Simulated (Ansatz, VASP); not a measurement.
## One calculation of Si6C, two programs

Contents of INCAR:

```
SYSTEM = Si6C
PREC     = Accurate       ! precision mode
ENCUT    = 600            ! plane-wave cutoff, eV
EDIFF    = 1E-6           ! SCF threshold, eV
ISMEAR   = 0              ! smearing method
SIGMA    = 0.1            ! smearing width, eV
LREAL    = .FALSE.        ! projectors in reciprocal space
LASPH    = .TRUE.         ! aspherical terms in the spheres
NELM     = 80             ! most SCF steps
ALGO     = Fast           ! electronic algorithm
ISIF     = 3              ! what is computed and relaxed
LWAVE    = .FALSE.        ! write WAVECAR
LCHARG   = .FALSE.        ! write CHGCAR
GGA      = PE             ! functional
IBRION   = 2              ! ionic algorithm
NSW      = 90             ! ionic steps
EDIFFG   = -0.04          ! ionic threshold
```

The input KPOINTS:

```
regular mesh
0
G
  4 4 4
  0 0 0
```

The input POSCAR:

```
Si6C
1.0
    0.0000000000      3.7901598600      3.7901598600
    3.7901598600      0.0000000000      3.7901598600
    3.7901598600      3.7901598600      0.0000000000
Si C
6 1
Direct
    0.5000000000      0.5000000000      0.0000000000
    0.5000000000      0.0000000000      0.5000000000
    0.0000000000      0.0000000000      0.5000000000
    0.0000000000      0.5000000000      0.0000000000
    0.0000000000      0.5000000000      0.5000000000
    0.5000000000      0.0000000000      0.0000000000
    0.0000000000      0.0000000000      0.0000000000
```

Input for Ansatz:

```yaml
crystal:
  lattice:
    - [0.0, 3.79015986, 3.79015986]
    - [3.79015986, 0.0, 3.79015986]
    - [3.79015986, 3.79015986, 0.0]
  atoms:
    - { symbol: Si, position: [0.5, 0.5, 0.0] }
    - { symbol: Si, position: [0.5, 0.0, 0.5] }
    - { symbol: Si, position: [0.0, 0.0, 0.5] }
    - { symbol: Si, position: [0.0, 0.5, 0.0] }
    - { symbol: Si, position: [0.0, 0.5, 0.5] }
    - { symbol: Si, position: [0.5, 0.0, 0.0] }
    - { symbol: C, position: [0.0, 0.0, 0.0] }
basis:
  ecutwfc: 420
kpoints:
  mp_grid: { grid: [4, 4, 4] }
hamiltonian:
  xc: pbe
scf:
  occupations: { method: gaussian, width: 0.1 }
  lower_state_search: "off"
output:
  forces: true
  stress: true
  eigenvalues: true
relax:
  adjacent_minimum: "off"
  f_tol: 0.04
  max_steps: 70
  cell: { stress_tol: 0.4 }
```

Change from the starting cell: species swapped into the Zn6Mo type (Fm-3m, No. 225).

Alike in both runs: task relaxation of cell and atoms; functional PBE; k mesh 4 × 4 × 4; occupations gaussian, width 0.1 eV; no spin polarisation.

|  | VASP | Ansatz |
| --- | --- | --- |
| version | VASP 6.6.1 | Ansatz 0.2.0 |
| potentials or method | VASP PAW PBE potentials, release 64 (Si, C) | scalar-relativistic, plane waves, PAW |
| plane-wave cutoff (eV) | 600 | 420 |
| valence electrons in the cell | 28 | 28 |

Ansatz gave:

| Quantity | Value |
| --- | --- |
| gap on the k mesh at the Fermi level, each at its own relaxed structure (eV) | none |
| relaxed volume (Å³/atom) | 14.04 |
| relaxed cell length with the largest relative difference (Å) | 5.180 |
| energy change over the relaxation (meV/atom) | -36 |

Which values does VASP return?

gap on the k mesh at the Fermi level, each at its own relaxed structure (eV): none; relaxed volume (Å³/atom): 14.02; relaxed cell length with the largest relative difference (Å): 5.177; energy change over the relaxation (meV/atom): -37.

A gap of «none» marks a metal or a gap that the smearing closes.
